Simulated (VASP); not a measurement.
AlP:

```
CELL_PARAMETERS angstrom
0.00000 2.73570 2.73570
2.73570 0.00000 2.73570
2.73570 2.73570 0.00000
ATOMIC_POSITIONS crystal
Al 0.00000 0.00000 0.00000
P 0.25000 0.25000 0.25000
```

Base run:

```yaml
Program: VASP 6.6.1
Functional: PBE
Potentials_or_basis: VASP PAW PBE potentials, release 64 (Al, P)
Cutoff: 520 eV
k_mesh: 8 × 8 × 8
Occupations: gaussian, width 0.03 eV
Spin: no spin polarisation
```

Its results: band gap on the k mesh 1.59 eV, indirect (least direct gap 3.25 eV).

Task: The run is repeated on the same cell with these changes: functional from PBE to TB-mBJ. What comes out?

Result: Band gap on the k mesh 2.42 eV, indirect (least direct gap 4.21 eV).
